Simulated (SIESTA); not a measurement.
Crystal: CoO.

```
CELL_PARAMETERS angstrom
0.00000 2.13150 2.13150
2.13150 0.00000 2.13150
2.13150 2.13150 0.00000
ATOMIC_POSITIONS crystal
Co 0.00000 0.00000 0.00000
O 0.50000 0.50000 0.50000
```

Base run:

```yaml
Program: SIESTA 5.4.2
Functional: PBE
Potentials_or_basis: PseudoDojo 0.4 standard (PBE files)
Basis: DZP (energy shift 0.003 Ry; two zetas on semicore shells)
Grid_cutoff: 800 Ry
Energy_shift: 0.003 Ry
k_mesh: 8 × 8 × 8
Occupations: fermi-dirac, width 0.05 eV
Spin: collinear spin, ferromagnetic start
Starting_moments: "[2.0, 0.0] μB"
Hubbard_terms: Co d U = 6 eV
```

Its results: band gap on the k mesh none (metal or under the smearing width); pressure 5.2 GPa; net moment 2.99 μB per cell; site moments Co +2.74; O +0.25 μB.

Problem. The run is repeated on the same cell with these changes: hubbard terms from Co d U = 6 eV to Co d U = 2 eV. What comes out?

Solution. Band gap on the k mesh none (metal or under the smearing width); pressure 1.1 GPa; net moment 3.00 μB per cell; site moments Co +2.68; O +0.32 μB.

Caveats: short orbitals over semicore shells can move pressures by several GPa; the basis of atomic orbitals isn't converged, which shifts pressures, moduli and gaps; a cell with one magnetic atom can't hold antiferromagnetic order, which such compounds often take.

Not every run made on this cell is shown here.
